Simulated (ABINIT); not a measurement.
# LiCl (Fm-3m): G0W0 with ABINIT, start to end, part 3 of 3

Aim: the G0W0 gap of LiCl (Fm-3m) on PBE, step by step.

ABINIT 10.8.3; PBE and many-body steps on it, plane waves. Known limits of the many-body steps: not at the basis limit; coarse k mesh.

So far. Step 4 (Empty states on the mesh, 4×4×4 mesh, 169 bands): On this mesh the gap is 6.285 eV. Step 5 (Screening, 4×4×4 mesh, 161 bands, screening to 217.7 eV): Local fields lower ε∞ by 15 %. On a Γ-centred mesh this coarse the value itself is usually too large, while a short band sum pulls it down.

**6. Self-energy, 4×4×4 mesh, 161 bands, screening to 217.7 eV**

The self-energy is evaluated for the states that the input lists, and the levels follow from it, in one-shot runs by the linearised quasiparticle equation.

This step: G0W0 on PBE, plane waves, norm-conserving pseudopotentials.

Input file run.abi:

```
acell 3*1.0 Angstrom
rprim 
  0.000000000000 2.571500000000 2.571500000000
  2.571500000000 0.000000000000 2.571500000000
  2.571500000000 2.571500000000 -0.000000000000
ntypat 2
znucl 3 17
natom 2
typat 1 2
xred 
  0.000000000000 0.000000000000 0.000000000000
  0.500000000000 0.500000000000 0.500000000000
pp_dirpath "pseudos"
pseudos "Li.upf, Cl.upf"
ecut 33
ngkpt 4 4 4
nshiftk 1
shiftk 0 0 0
kptopt 1
chksymbreak 0
istwfk *1
occopt 1
irdwfk 1
optdriver 4
nband 161
gwcalctyp 0
ecutsigx 33
symsigma 1
nkptgw 1
kptgw 
  0.0000000000 0.0000000000 0.0000000000
bdgw 
  3 9
ecuteps 8
irdscr 1
ppmodel 1
indata_prefix "in"
outdata_prefix "out"
tmpdata_prefix "tmp"
```

Run with:

```
> OMP_NUM_THREADS=1 mpirun -n 4 abinit run.abi > log
```

Numbers of over 12 decimals in the logs are rounded to 6 here.

The program printed:

```text
.Version 10.8.3 of ABINIT. v10.8.2 released Aug 2026.

 Symmetries : space group Fm -3 m (#225); Bravais cF (face-center cubic)
[... echo of the input left out ...]
== DATASET  1 ==================================================================
-   mpi_nproc: 4, omp_nthreads: 1 (-1 if OMP is not activated)

--- !DatasetInfo
iteration_state: {dtset: 1, }
dimensions: {natom: 2, nkpt: 8, mband: 161, nsppol: 1, nspinor: 1, nspden: 1, mpw: 2120, }
cutoff_energies: {ecut:  33.0, pawecutdg:  -1.0, }
electrons: {nelect:   1.00000000E+01, charge:   0.00000000E+00, occopt:   1.00000000E+00, tsmear:   1.00000000E-02, }

 SIGMA: Calculation of the GW corrections

 Based on a program developped by R.W. Godby, V. Olevano, G. Onida, and L. Reining.
 Incorporated in ABINIT by V. Olevano, G.-M. Rignanese, and M. Torrent.
.Using double precision arithmetic ; gwpc =  8

[... cell and pseudopotentials left out ...]
--------------------------------------------------------------------------------

 ==== K-mesh for the wavefunctions ====
 Number of points in the irreducible wedge :     8
[... list of points left out ...]
 Together with 48 symmetry operations and time-reversal symmetry
 yields    64 points in the full Brillouin Zone.

 ==== Q-mesh for screening function ====
 Number of points in the irreducible wedge :     8
[... list of points left out ...]
 Together with 48 symmetry operations and time-reversal symmetry
 yields    64 points in the full Brillouin Zone.

 vcoul_init : cutoff-mode = AUXILIARY_FUNCTION
 q-points for optical limit:   1
     1)      0.000010    0.000020    0.000030
 setmesh: FFT mesh size selected  =    36x   36x   36
          total number of points  =        46656

 Number of electrons calculated from density =   10.0000; Expected =   10.0000
 average of density, n =  0.043573
 r_s =    1.7629
 omega_plasma =   20.1355 [eV]

 === KS Band Gaps ===
  >>>> For spin  1
   Minimum direct gap =   6.2845 [eV], located at k-point      :   0.0000  0.0000  0.0000
   Fundamental gap    =   6.2845 [eV], Top of valence bands at :   0.0000  0.0000  0.0000
                                       Bottom of conduction at :   0.0000  0.0000  0.0000
 SIGMA fundamental parameters:
 PLASMON POLE MODEL  1
 number of plane-waves for SigmaX                 2085
 number of plane-waves for SigmaC and W            259
 number of plane-waves for wavefunctions          2085
 number of bands                                   161
 number of independent spin polarizations            1
 number of spinorial components                      1
 number of k-points in IBZ                           8
 number of q-points in IBZ                           8
 number of symmetry operations                      48
 number of k-points in BZ                           64
 number of q-points in BZ                           64
 number of frequencies for dSigma/dE                 9
 frequency step for dSigma/dE [eV]                0.25
 number of omega for Sigma on real axis              0
 max omega for Sigma on real axis  [eV]           0.00
 zcut for avoiding poles [eV]                     0.10

 EPSILON^-1 parameters (SCR file):
 dimension of the eps^-1 matrix on file            259
 dimension of the eps^-1 matrix used               259
 number of plane-waves for wavefunctions          2085
 number of bands                                   161
 number of q-points in IBZ                           8
 number of frequencies                               2
 number of real frequencies                          1
 number of imag frequencies                          1

 matrix elements of self-energy operator (all in [eV])

 Perturbative Calculation

--- !SelfEnergy_ee
iteration_state: {dtset: 1, }
kpoint     : [   0.000,    0.000,    0.000, ]
spin       : 1
KS_gap     :    6.285
QP_gap     :    8.978
Delta_QP_KS:    2.694
data: !SigmaeeData |
     Band     E0 <VxcDFT>   SigX SigC(E0)      Z dSigC/dE  Sig(E)    E-E0       E
        3   0.193 -14.695 -18.988   1.871   0.802  -0.246 -16.638  -1.943  -1.751
        4   0.193 -14.695 -18.988   1.871   0.802  -0.246 -16.638  -1.943  -1.751
        5   0.193 -14.695 -18.988   1.871   0.802  -0.246 -16.638  -1.943  -1.751
        6   6.477  -9.166  -4.665  -3.614   0.846  -0.182  -8.415   0.751   7.228
        7  11.985  -9.604  -4.344  -3.797   0.842  -0.188  -8.373   1.232  13.217
        8  11.985  -9.604  -4.344  -3.797   0.842  -0.188  -8.373   1.232  13.217
        9  11.985  -9.604  -4.344  -3.797   0.842  -0.188  -8.373   1.232  13.217

== END DATASET(S) ==============================================================
================================================================================

 -outvars: echo values of variables after computation  --------
           etotal      0.0000000000E+00
            nband         161
             nkpt           8
          spgroup         225
 [... the other variables as echoed above ...]

 Calculation completed.
```

Run time: 17 s. Hardware: 4 MPI ranks of AMD EPYC 7571, shared host; peak memory 0.86 GiB; 68 s of CPU time.

This step gave:

| Item | Value |
| --- | --- |
| G0W0 gap on the points computed | 8.979 eV |
| starting gap on the mesh | 6.285 eV |
| k of the valence top | 0, 0, 0 |
| k of the conduction bottom | 0, 0, 0 |
| Z at the valence top | 0.802 |
| Z at the conduction bottom | 0.846 |
| least direct G0W0 gap on the computed points | 8.979 eV |

The gap on the mesh goes from 6.28 eV to 8.98 eV, a correction of +2.69 eV.

Limits: finite bands, cutoff and mesh; coarse k mesh. v1 is the top filled band, c1 the lowest empty one. Levels before and after the correction, in eV, zero at the valence-band top of each column:

```
           conduction bottom  valence top
Kohn-Sham               6.28         0.00
     G0W0               8.98         0.00
```

```
             level  energy (eV)
Kohn-Sham  Γ v3-v1        0.000
Kohn-Sham     Γ c1        6.285
Kohn-Sham  Γ c2-c4       11.792
     G0W0  Γ v3-v1        0.000
     G0W0     Γ c1        8.979
     G0W0  Γ c2-c4       14.968
```

**7. Where the time went**

Times are wall times on 4 MPI ranks of AMD EPYC 7571, shared host, good to a factor of about two.

```
                          step  time  share  memory (GiB)
                  ground state  15 s   13 %          0.31
bands along the symmetry lines  17 s   14 %          0.29
      empty states on the mesh  28 s   23 %           1.2
                     screening  43 s   36 %          0.83
                   self-energy  17 s   14 %          0.86
```

**8. What came out**

```json
{
  "PBE gap": "6.28 eV, indirect (only 2 meV under the direct gap)",
  "G0W0 gap on the mesh": "8.98 eV",
  "GW settings": "4×4×4 mesh, 161 bands, screening to 217.7 eV, Godby-Needs plasmon pole",
  "known limits": "not at the basis limit; coarse k mesh"
}
```

In words: G0W0 moves the gap on the mesh from 6.28 eV to 8.98 eV (+2.69 eV), with Z of 0.80 and 0.85 at the edges. Local fields lower the RPA ε∞ on this mesh from 3.34 to 2.84; a Γ-centred mesh this coarse tends to raise both, most where the direct gap is narrow, while a short band sum lowers them. Only 1 of the mesh's irreducible points was corrected, so a valley elsewhere could overtake. The dearest step here is «screening». Bands and cutoff are finite, so the gap is not at the basis limit. The miss can reach some tenths of an eV and take either sign; the mesh is an error of its own. In the G0W0 run levels were corrected at 1 k point alone, so a gap called «on the mesh» is the least over those, and an edge elsewhere would be missed. The 4×4×4 mesh is coarse for this cell, which bears on the long-range parts of exchange and screening.

[Paths, hosts, dates, memory and timing lines, banners, echoed tables and standing remarks are left out of the program output.]

[Logs are printed without paths, hosts, clocks, repeated set-up lines and the standing remarks that a program may print on its own settings, such as how far it seeks lower states.]

[Runs of the session that timed out or met a known fault of the program may be left out.]

[Hosts, paths, dates, database ids (printed as entryN), source tags and the programs' standing remarks are cut or masked in the printed files.]

[G0W0 gaps are taken among the corrected bands and points alone; a level outside them can change the order at an edge.]

[Where Ansatz stands beside ABINIT at settings called matched, ABINIT's density can come from a denser mesh and the files from another edition; pairs whose starting gaps differed by over 0.03 eV were left out, so agreement reads better than it is.]
